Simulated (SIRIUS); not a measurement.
Runs of SIRIUS 7.12.0 on Ti. Symmetry: P6_3/mmc, No. 194, hexagonal system. Conventional cell: a = 2.950 Å, b = 2.950 Å, c = 4.680 Å, α = 90.00°, β = 90.00°, γ = 120.00°. Ti (site symmetry -6m2) has 12 Ti at 2.89 to 2.95 Å as nearest neighbours. 

```csv
level,potentials or basis,cell,k mesh,cutoff (eV),radial cutoff for the potentials' integrals,gap on the mesh (eV),pressure (GPa)
PBEsol,PseudoDojo 0.4.1 PBE standard (scalar relativistic),as given,8 × 8 × 5,1152,6.5 bohr,none,-5.6
PBE,PseudoDojo 0.5 PBE standard (scalar relativistic),as given,10 × 10 × 6,1152,6.5 bohr,none,-1.4
PBE,JTH 2.0 PBE (PAW),as given,10 × 10 × 6,557,-,none,-1.1
PBEsol,PseudoDojo 0.4.1 PBEsol standard (scalar relativistic),"atoms moved at random, drawn with an rms of 0.05 Å",10 × 10 × 6,1152,6.5 bohr,none,-5.7
revPBE,PseudoDojo 0.4.1 PBE standard (scalar relativistic),as given,8 × 8 × 5,1152,6.5 bohr,none,(a)
LDA,PseudoDojo 0.4.1 PBE standard (scalar relativistic),as given,8 × 8 × 5,1152,6.5 bohr,none,(b)
BLYP,PseudoDojo 0.4.1 PBE standard (scalar relativistic),as given,8 × 8 × 5,1152,6.5 bohr,none,1.1
```

Alike in all rows: task single point; no spin polarisation; smearing fermi-dirac 0.05 eV.

Estimate the missing entries.

(a) 0.8; (b) -9.5.

Caveats: the potentials were made for another functional, which shifts forces and pressure (some runs).

A gap of «none» marks a metal or a gap under the smearing width.

The runs were made with more than one version of the program.
